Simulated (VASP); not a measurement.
Runs of VASP 6.6.1 on BP. Symmetry: F-43m, No. 216, cubic system. Conventional cell: a = 4.505 Å, b = 4.505 Å, c = 4.505 Å, α = 90.00°, β = 90.00°, γ = 90.00°. B (site symmetry -43m) is surrounded by 4 P at 1.95 Å. P (site symmetry -43m) is surrounded by 4 B at 1.95 Å. 

| task | cell | gap on the mesh (eV) | pressure (GPa) |
| --- | --- | --- | --- |
| relaxation of the atoms | atoms relaxed from: a relaxed cell with its volume scaled by 1.06 | 1.29 | -8.9 |
| relaxation of the atoms | atoms relaxed from: a relaxed cell with its volume scaled by 1.02 | (a) | -3.2 |
| relaxation of cell and atoms | relaxed | 1.21 | 0.0 |
| relaxation of the atoms | atoms relaxed | 1.21 | 0.0 |

Alike in all rows: level PBE+D3(BJ); potentials or basis VASP PAW PBE potentials, release 64 (B, P); no spin polarisation; k mesh 10 × 10 × 10; cutoff (eV) 600; smearing gaussian 0.03 eV.

Q: Estimate the missing entries.

A: (a) 1.24.

Caveats: the relaxation stopped at its first step, so nothing moved.

A k mesh can miss the band edges.
